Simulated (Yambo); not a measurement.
BN in Yambo: convergence with bands in self energy

Crystal: BN.

```xyz
2
Lattice="0.0000 1.8130 1.8130 1.8130 0.0000 1.8130 1.8130 1.8130 0.0000" Properties=species:S:1:pos:R:3 pbc="T T T"
N     0.9065    0.9065    0.9065
B     0.0000    0.0000    0.0000
```

The cell is a database's computed one.

```yaml
Program: Yambo 5.3.0
Task: G0W0 quasiparticle levels
Functional: PBEsol
Potentials_or_basis: PseudoDojo 0.4.1 SR PBEsol standard
Cutoff: 1143 eV
Density_cutoff: 4572 eV
k_mesh: 8 × 8 × 8
Occupations: fixed
Spin: no spin polarisation
k_mesh_of_the_self-consistent_run: 12 × 12 × 12
Random_integration_of_the_Coulomb_term: yes
Direction_of_the_field_or_of_q_to_0: x + y + z
Broadening: 0.1 eV
States_corrected: Γ and the k points of the band edges
Frequency_dependence_of_W: plasmon pole
Terminator_of_the_band_sum_in_the_self-energy: none
Quasiparticle_equation: linearised (Newton)
Imaginary_frequency_of_the_plasmon-pole_fit: 27.2114 eV
Bands_in_the_response: 404
Bands_in_the_self-energy: 24
Cutoff_of_the_response_matrix: 15 Ry
Cutoff_of_exchange_and_Vxc: 84 Ry
Bands_corrected_first_last: "[3, 5]"
```

These are the settings of the first run; the series varies bands in self energy, with any setting tied to it.

```csv
bands in self energy,quasiparticle gap at the points computed (eV)
24,5.891
44,5.985
84,6.049
404,6.082
```

Against the tightest run, the quasiparticle gap at the points computed stays within 0.05 eV from 84 on. The tightest run that finished is the yardstick and may itself not be fully converged.

Caveat, for the tightest run too: this version prints the column dSc/dw multiplied by 27.2.
